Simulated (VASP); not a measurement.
Crystal: Be.

```
Be
1.0
     2.23274    0.00000    0.00000
     0.00000    2.23274    0.00000
     0.00000    0.00000    2.06565
Be
1
Direct
  0.50000 0.50000 0.00000
```

The cell was built by a generator and needn't be a form met in nature.

| Item | Value |
| --- | --- |
| Program | VASP 6.6.1 |
| Task | relaxation of cell and atoms |
| Functional | BLYP |
| Potentials or basis | VASP PAW PBE potentials, release 64 (Be_sv_GW) |
| Cutoff | 680 eV |
| k mesh | 12 × 12 × 13 |
| Occupations | methfessel-paxton, width 0.1 eV |
| Spin | no spin polarisation |

At the start: pressure 0.3 GPa; volume 10.30 Å³/atom.

Question: How do energy, volume and symmetry change on relaxing?

Answer: Over 10 steps the energy falls by 13.9 meV/atom and the volume is 10.45 Å³/atom (+1.4 %); space group P4/mmm (No. 123, to 0.05 Å).

Step by step:
| step | energy change (eV) | largest force (eV/Å) | pressure (GPa) | volume (Å³) |
| --- | --- | --- | --- | --- |
| 1 | 0.0000 | 0.0000 | 0.31 | 10.30 |
| 2 | -0.0119 | 0.0000 | 0.62 | 10.32 |
| 3 | -0.0132 | 0.0000 | 0.80 | 10.33 |
| 4 | -0.0128 | 0.0000 | 1.31 | 10.34 |
| 5 | -0.0135 | 0.0000 | 0.97 | 10.33 |
| 6 | -0.0135 | 0.0000 | 1.03 | 10.33 |
| 7 | -0.0139 | 0.0000 | 0.02 | 10.45 |
| 8 | -0.0139 | 0.0000 | 0.11 | 10.45 |
| 9 | -0.0139 | 0.0000 | 0.08 | 10.45 |
| 10 | -0.0139 | 0.0000 | 0.07 | 10.45 |

Final structure:
```cif
data_structure
_symmetry_space_group_name_H-M 'P 1'
_symmetry_Int_Tables_number 1
_cell_length_a 2.2774
_cell_length_b 2.2774
_cell_length_c 2.0142
_cell_angle_alpha 90.000
_cell_angle_beta 90.000
_cell_angle_gamma 90.000
_cell_volume 10.45
loop_
_atom_site_label
_atom_site_type_symbol
_atom_site_fract_x
_atom_site_fract_y
_atom_site_fract_z
_atom_site_occupancy
Be1 Be 0.50000 0.50000 0.00000 1
```

Caveat: the PAW data sets were made with another functional, which shifts forces and pressure a little.
